Strontium oxide has the rocksalt structure, in which every strontium has six oxygen neighbours and every oxygen six strontium neighbours. A density-functional calculation with the PBE functional gives its energy at six volumes. Volume and energy are both counted per atom, and the energy is measured from the lowest of the six rows. What can be learned from so short a list?

Energy of rocksalt SrO at six volumes of the uniformly scaled cell, from exciting sodium (PBE, all-electron LAPW+lo, no spin polarisation or spin–orbit coupling). All rows use a 9×9×9 k mesh, Fermi–Dirac smearing of 0.05 eV, rgkmax 7.5 and muffin-tin radii of 2.3 bohr (Sr) and 1.45 bohr (O); energies are counted from the lowest row.

```
volume (Å³/atom)  energy (meV/atom)
          16.225             29.390
          16.563             15.540
          16.901              6.370
          17.239              1.310
          17.577              0.000
          17.916              2.310
```

(a) At which volume is the crystal at rest, and why is there such a volume at all?

Solution. The energy falls down to the row at 17.577 Å³ and then rises, so the minimum lies close to that row. A smooth equation-of-state curve through all six points puts it at 17.52 Å³. In rocksalt the volume per atom is the cube of the Sr–O distance, V = d³, so this corresponds to d = 2.60 Å.

The standard picture of an ionic crystal explains the minimum. Sr²⁺ and O²⁻ attract, and summed over the whole lattice this attraction lowers the energy in proportion to 1/d. At short distance the filled shells of neighbouring ions overlap. The Pauli principle then forces electrons into states of higher energy, and this repulsion rises much more steeply than 1/d. The crystal rests where the two forces cancel.

(b) One step up from the lowest row costs 2.31 meV, one step down only 1.31 meV. Is SrO harder to stretch than to squeeze?

Solution. No. The lowest row is not the minimum but lies slightly on its large side. The upper neighbour is therefore 0.39 Å³ away from the true minimum, the lower one only 0.28 Å³. Near a minimum the cost grows with the square of the distance, and a perfectly symmetric curve would already make the upper row 1.9 times as costly as the lower one. The computed ratio is 1.8, so the apparent preference comes from where the points happen to fall.

(c) Why does each further squeeze cost more than the one before?

Solution. The slope of the energy is the pressure with its sign reversed, P = −dE/dV. Between the two volumes on either side of the minimum the mean pressure is 0.6 GPa, and over the most compressed step it is 6.6 GPa. Most of this growth is what any spring shows: the further it is pushed in, the harder it pushes back.

A spring of constant stiffness gives a definite prediction. The bulk modulus B measures the resistance to a change of volume, B = V d²E/dV². If the curvature keeps its value B/V₀ at the rest volume V₀, integrating twice gives

E = B (V − V₀)² / (2 V₀)

The curve through the six points supplies V₀ = 17.524 Å³ and B = 87 GPa, which is 87/160.2 = 0.543 eV/Å³. For the smallest volume, 1.299 Å³ below rest,

E = 0.543 × 1.299² / (2 × 17.524) = 0.026 eV = 26 meV

The computed energy is 29.4 meV, about 13 % above the parabola. This row helped to determine V₀ and B, so the comparison is no independent test, but it does show that the crystal stiffens as it is squeezed. The printed output has the same comparison for the other rows.

(d) Do the bonds themselves stiffen, or is this only geometry?

Solution. Both contribute. Because V = d³, removing a given volume from a smaller crystal takes a larger change of distance, so even bonds of constant stiffness would seem to harden when the energy is plotted against volume. For such bonds the spring formula becomes

E = (9/2) B V₀ (1 − d/d₀)²

where d₀ is the distance at rest. At the smallest volume d/d₀ is the cube root of 16.225/17.524, so the bonds are 2.53 % short and

E = 4.5 × 0.543 × 17.524 × 0.0253² = 0.027 eV = 27 meV

This covers less than half of the excess found in (c). The rest means that the bonds really do become stiffer.

The ionic picture names the reason. The attraction alone has no stiffness to offer: a 1/d attraction pulls harder the closer the ions come, which favours collapse. All the resistance to squeezing must therefore come from the overlap of the filled shells. That repulsion steepens so quickly with shrinking distance that it adds stiffness faster than the attraction takes it away. The calculation gives only total energies, so this division rests on theory, but the stiffening has the direction it requires.

(e) The cell from which the volumes were scaled has 16.901 Å³ per atom. Is it at rest, and is its expansion to the minimum the error of PBE?

Solution. It is not at rest in this calculation. The energies of its two neighbours give a slope that corresponds to a pressure of 3.4 GPa, more than thirty thousand atmospheres. Yet the bonds are only 1.2 % shorter than at the minimum. For practical work this is a useful warning: a small mismatch in cell size puts a stiff oxide under a large pressure, and properties computed there belong to a compressed crystal.

The expansion to the minimum, 3.7 % in volume, should not be booked as the error of the functional. That error is the distance from a measured cell, and nothing here says that the given cell was measured. PBE does usually make the volumes of oxides somewhat too large, so part of the expansion may well be its doing. The calculation also holds the nuclei still, and their zero-point and thermal motion would expand the computed crystal a little further.

(f) Which digits can be trusted, and what would spoil them?

Solution. The largest energy in the table is less than a millionth of the total energy per atom. Nearly all of that total belongs to the inner electrons, which hardly notice a change of volume and cancel in the differences. The cancellation works only if every volume is treated alike. In this method space is divided into spheres around the nuclei and a region between them. Changing the sphere radii from one row to the next would change the description of the inner electrons and could swamp the differences.

The rest volume is well fixed by these points, but the bulk modulus is more delicate, because it depends on how the energy steps change from one to the next. Near the minimum that change is only 3.6 meV. An error of 0.14 meV in the lowest row, the size of the convergence threshold, would shift a modulus taken from three neighbouring rows by about 8 %. The smooth curve uses all six points and averages out much of such scatter, so a modulus near 90 GPa is a fair reading. How fast the modulus grows with pressure is known less well still, since it depends on how that change itself varies along the table, and small errors in the energy weigh even more there. The k mesh and the basis are ordinary working choices, and no run with finer ones is shown. An error from them that changes smoothly with volume would shift the results without showing up as scatter.

(g) What would change if magnesium or barium replaced strontium?

Solution. At rest the repulsive force equals the attractive one, which for ions of charge z scales as z²/d². If the repulsion is about equally steep in relative terms, changing by a similar factor for each per cent of distance, the stiffness of a bond scales as this force divided by d. Dividing by d once more turns bond stiffness into a bulk modulus:

B ∝ z² / d⁴

Magnesium oxide has the same charges and shorter bonds, so it should be stiffer than SrO; barium oxide has longer bonds and should be softer. Both are well-known facts. The charge matters too: potassium fluoride has bonds of similar length but single charges, and it is much softer. The rule is safer for the order than for the size of the change, because the steepness of the repulsion differs from one pair of ions to another.

Output of the analysis:

```
Distance and steps from the row above:
     row  Sr-O distance in angstrom  energy step in meV/atom  mean pressure over the step in GPa
  16.225                      2.532                      n/a                                 n/a
  16.563                      2.549                   -13.85                               6.565
  16.901                      2.566                    -9.17                               4.347
  17.239                      2.583                    -5.06                               2.399
  17.577                        2.6                    -1.31                               0.621
  17.916                      2.617                     2.31                              -1.092
Parabola from fitted volume and modulus:
     row  distance from fitted minimum in A3/atom  parabola above row 17.577 in meV/atom  computed less parabola in meV/atom
  16.225                                   -1.299                                  26.09                               3.305
  16.563                                  -0.9608                                  14.25                               1.285
  16.901                                  -0.6227                                  5.964                              0.4063
  17.239                                  -0.2847                                  1.212                             0.09788
  17.577                                  0.05325                                      0                                   0
  17.916                                   0.3923                                   2.34                            -0.02951
Sr-O distance at the fitted minimum in angstrom: 2.597
cube edge of the given cell in angstrom: 5.133
cube edge at the fitted minimum in angstrom: 5.195
volume change from given cell to fitted minimum in percent: 3.685
Sr-O distance change from given cell to fitted minimum in percent: 1.213
pressure at the given cell from its two neighbours in GPa: 3.373
energy of row 17.916 over energy of row 17.239: 1.763
same ratio from the parabola: 1.93
excess over the parabola at the smallest volume in percent of the parabola: 12.67
second difference around row 17.577 in meV/atom: 3.62
second difference around row 16.563 in meV/atom: 4.68
bulk modulus from three rows around 17.577 in GPa: 89.13
bulk modulus from three rows around 16.563 in GPa: 108.6
energy threshold of the self-consistency in meV/atom: 0.1361
change of the three-row modulus at 17.577 if that row moves by the fit rms in percent: 1.534
change of the three-row modulus at 17.577 if that row moves by the threshold in percent: 7.517
largest energy difference in millionths of the total energy: 0.6636
```
